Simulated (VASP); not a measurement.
Here is a VASP 6.6.1 calculation.

INCAR

```
PREC = Accurate ; ENCUT = 600
EDIFF = 1E-6 ; ISMEAR = -1
SIGMA = 0.05 ; LREAL = False
LASPH = True ; NELM = 60
ALGO = Normal ; ISIF = 3
LWAVE = False ; LCHARG = False
GGA = PS ; IVDW = 12
IBRION = 2 ; NSW = 60
EDIFFG = -0.02
```

Contents of KPOINTS:

```
regular mesh
0
Gamma
  7 7 7
```

File POSCAR:

```
BaTiO3
1.0
    3.9998000000      0.0000000000      0.0000000000
    0.0000000000      3.9998000000      0.0000000000
    0.0000000000      0.0000000000      4.0180000000
Ba Ti O
1 1 3
Direct
    0.0000000000      0.0000000000      0.0000000000
    0.5000000000      0.5000000000      0.4900000000
    0.0000000000      0.5000000000      0.5170000000
    0.5000000000      0.0000000000      0.5170000000
    0.5000000000      0.5000000000      0.0190000000
```

Potentials or basis: VASP PAW PBE potentials, release 64 (Ba_sv, Ti_sv, O).

Launch:

```bash
$ cat potpaw_PBE.64/Ba_sv/POTCAR potpaw_PBE.64/Ti_sv/POTCAR potpaw_PBE.64/O/POTCAR > POTCAR
$ mpirun -np 1 vasp_std > vasp.out
```

Q: Predict the band gap on the k mesh.

A: 1.89 eV, indirect (least direct gap 2.08 eV).

Q: Predict the space group after relaxing (to 0.05 Å).

A: P4mm (No. 99).

Q: What does it give for the dispersion energy per atom?

A: -0.272 eV.

Final structure:
```xyz
5
Lattice="3.9497 0.0000 0.0000 0.0000 3.9497 0.0000 0.0000 0.0000 3.9962" Properties=species:S:1:pos:R:3 pbc="T T T"
Ba    0.0000    0.0000    0.0078
Ti    1.9749    1.9749    1.9556
O     0.0000    1.9749    2.0578
O     1.9749    0.0000    2.0578
O     1.9749    1.9749    0.0872
```

Caveat: spin-orbit coupling is left out, which moves the levels of the heavy elements; an odd mesh through Γ misses points on the zone boundary, where band edges often lie.
